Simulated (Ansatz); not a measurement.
CuO (Tenorite):

```
Cu O
1.0
     2.34465   -1.71340    0.00000
     2.34465    1.71340    0.00000
    -0.86055    0.00000    5.05944
Cu O
2 2
Direct
  0.49680 0.00320 0.50000
  0.00320 0.49680 0.00000
  0.40560 0.57140 0.75370
  0.57140 0.40560 0.25370
```

* Program: Ansatz 0.2.0
* Task: relaxation of cell and atoms
* Functional: PBEsol
* Potentials or basis: Ansatz PAW
* Cutoff: 420 eV (not typed: the program's choice for these potentials)
* k mesh: 10 × 10 × 5
* Occupations: fermi-dirac, width 0.05 eV
* Spin: no spin polarisation

At the start: volume 10.16 Å³/atom.

Question: Where does the relaxation end?

Answer: It ends after 20 steps and the volume is 10.67 Å³/atom (+4.9 %); space group P4_2/mmc (No. 131, to 0.05 Å).

The path:
```csv
step,energy change (eV),largest force (eV/Å),volume (Å³)
1,0.0000,0.7569,40.65
2,-0.0414,0.6039,40.72
3,-0.1162,0.1298,41.29
4,-0.1311,0.0150,41.23
5,-0.1342,0.0043,41.61
6,-0.1346,0.0028,41.82
7,-0.1346,0.0002,41.81
8,-0.1639,0.0018,41.81
9,-0.1765,0.0337,42.14
10,-0.1791,0.0431,42.44
11,-0.1798,0.0011,42.48
12,-0.1903,0.0017,42.48
13,-0.1929,0.0008,42.60
14,-0.1931,0.0029,42.63
15,-0.1951,0.0029,42.63
16,-0.1955,0.0092,42.65
17,-0.1955,0.0003,42.66
18,-0.1958,0.0004,42.66
19,-0.1959,0.0001,42.66
20,-0.1958,0.0001,42.66
```

Final structure:
```
Cu O
1.0
     2.04571   -2.04236    0.16163
     2.04571    2.04236    0.16163
    -0.40206    0.00000    5.07377
Cu O
2 2
Direct
  0.49425 0.99425 0.50185
  0.99425 0.49425 0.00185
  0.49419 0.49431 0.75185
  0.49431 0.49419 0.25185
```

Caveat: the plane-wave basis is chosen anew once the cell has moved, so the energies of steps on either side of that aren't comparable; the pressure holds a Pulay correction of +0.7 GPa for the finite cutoff; the run has no spin polarisation, though such a crystal can be magnetic; the PAW data sets come from PBE, with cores solved anew for the run's functional, which leaves a small shift of forces and pressure.
